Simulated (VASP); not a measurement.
The system is CoSi.

```
Co Si
1.0
     2.54694    0.00000    0.00000
    -1.27347    2.20572    0.00000
     0.00000    0.00000    4.42492
Co Si
1 1
Direct
  0.00000 0.00000 0.50000
  0.00000 0.00000 0.00000
```

The cell was built by a generator and needn't be a form met in nature.

* Program: VASP 6.6.1
* Task: relaxation of cell and atoms
* Functional: PBE
* Potentials or basis: VASP PAW PBE potentials, release 64 (Co, Si)
* Cutoff: 520 eV
* k mesh: 9 × 9 × 5
* Occupations: gaussian, width 0.15 eV
* Spin: collinear spin, ferromagnetic start
* Starting moments: [2.0, 0.0] μB

At the start: pressure 8.5 GPa; volume 12.43 Å³/atom.

**Question.** How do energy, volume and symmetry change on relaxing?

**Answer.** Over 8 steps the energy falls by 27.4 meV/atom and the volume is 12.96 Å³/atom (+4.2 %); space group P6/mmm (No. 191, to 0.05 Å); moment 0.95 μB per cell.

The path:
```tsv
step	energy change (eV)	largest force (eV/Å)	pressure (GPa)	volume (Å³)
1	0.0000	0.0000	8.54	24.86
2	-0.0278	0.0000	-5.32	27.31
3	-0.0443	0.0000	-0.89	26.29
4	-0.0503	0.0000	-0.85	26.13
5	-0.0526	0.0000	0.97	25.64
6	-0.0550	0.0000	1.05	25.82
7	-0.0538	0.0000	0.31	25.99
8	-0.0547	0.0000	-0.11	25.91
```

Final structure:
```
CELL_PARAMETERS angstrom
2.53439 0.00000 0.00000
-1.26720 2.19485 0.00000
0.00000 0.00000 4.65799
ATOMIC_POSITIONS crystal
Co 0.00000 0.00000 0.50000
Si 0.00000 0.00000 0.00000
```
